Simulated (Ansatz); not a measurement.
# Ge: the cost of one run

Program: Ansatz 0.2.0. Level of theory: DFT PBEsol, scalar-relativistic, plane waves, PAW. These are calculated values, not measurements.

### Step 1. The structure to begin with

It takes space group Imma (No. 74, orthorhombic). The conventional cell has a = 4.992 Å, b = 5.302 Å, c = 2.874 Å, α = 90.00°, β = 90.00°, γ = 90.00°. Ge (site symmetry mm2) has 6 Ge at 2.68 to 2.87 Å as nearest neighbours.

Structure file:

```
CELL_PARAMETERS angstrom
-2.49590 2.65086 1.43695
2.49590 -2.65086 1.43695
2.49590 2.65086 -1.43695
ATOMIC_POSITIONS crystal
Ge 0.18594 0.93594 0.25000
Ge 0.81406 0.06406 0.75000
```

It goes back to an entry of the Materials Project, which need not be the stable form.

No relaxation comes first: the listed cell is the starting point.

### Step 2. The reference cell

Reference values: F = -8506.6422 eV; pressure -2.52 GPa; largest force 0.048 eV/Å; gap on the mesh none (metal). It was computed beforehand with the settings of the runs below.

### Step 3. Next: one atom moved over a plane

Atom 1 (Ge) is moved by p along (0.707, 0.707, 0.000) and q along (0.000, 0.000, 1.000) (Å), all else fixed; its images in the other cells move with it. Points alike by symmetry are run once.

### Step 4. At p = -0.300, q = -0.300

input.yaml

```yaml
crystal:
  lattice:
    - [-2.495898, 2.650863, 1.436947]
    - [2.495898, -2.650863, 1.436947]
    - [2.495898, 2.650863, -1.436947]
  atoms:
    - { symbol: Ge, position: [0.0415431345, 0.7890588818, 0.1674919836] }
    - { symbol: Ge, position: [0.814057, 0.064057, 0.75] }
basis:
  ecutwfc: 420
kpoints:
  mp_grid: { grid: [20, 20, 20] }
hamiltonian:
  xc: pbesol
scf:
  occupations: { method: gaussian, width: 0.15 }
output:
  forces: true
  stress: true
  eigenvalues: true
```

Started as:

```console
$ ansatz run input.yaml --threads 1 --pin off --max-ram 2560MiB --backend cpu --events-out ev --progress --plain --runs-dir out
```

What time and memory should one allow on 1 thread of AMD EPYC 9R45 (Zen 5), shared host?

About 50 s, with a peak of 2.3 GiB.
